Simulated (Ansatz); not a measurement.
# BN: generalised stacking fault

Level of theory: DFT r2SCAN, scalar-relativistic, plane waves, PAW (Ansatz 0.2.0). The runs took a 500 eV cutoff, a Γ-centred 10×10×2 mesh and Gaussian smearing (0.05 eV). No spin polarisation. Energies are free energies at this smearing, counted from the undisturbed cell; pressure is positive in compression.

The undisturbed cell (relaxed at this level; this wurtzite form isn't the usual structure):

```
B N
1.0
    -2.54397    0.00000    0.00000
    -1.27198   -2.20314    0.00000
     0.00000    0.00000   12.62323
B N
6 6
Direct
  0.66667 0.66667 0.22912
  0.66667 0.66667 0.56245
  0.66667 0.66667 0.89578
  0.33333 0.33333 0.06245
  0.33333 0.33333 0.39578
  0.33333 0.33333 0.72912
  0.66667 0.66667 0.10425
  0.66667 0.66667 0.43758
  0.66667 0.66667 0.77092
  0.33333 0.33333 0.93758
  0.33333 0.33333 0.27092
  0.33333 0.33333 0.60425
```

The cut lies on the cell's a–b face, a (0 0 1) plane (indices in the standard cell, whose axes needn't be the Cartesian ones shown) of area 5.60 Å², between layers 1.58 Å apart. Vector c is tilted by f times 1·a + 0·b (length 2.544 Å) with the atoms' Cartesian places fixed: one unrelaxed fault a cell.

```
     f  γ (mJ/m²)
0.0000          0
0.1000        569
0.2000       2222
0.3000       4675
0.4000       7164
0.5000       8307
```

Q: Predict the shear traction, the slope of γ along the slip (GPa) at each point.

A:
```
     f shear traction, the slope of γ along the slip (GPa)
0.0000                                                  0.0
0.1000                                                 44.5
0.2000                                                 83.8
0.3000                                                104.2
0.4000                                                 81.8
0.5000                                                  0.0
```

Cost: 6 runs of about 2.1 core-minutes in all, on Intel Xeon 6975P-C (Granite Rapids) (shared hosts).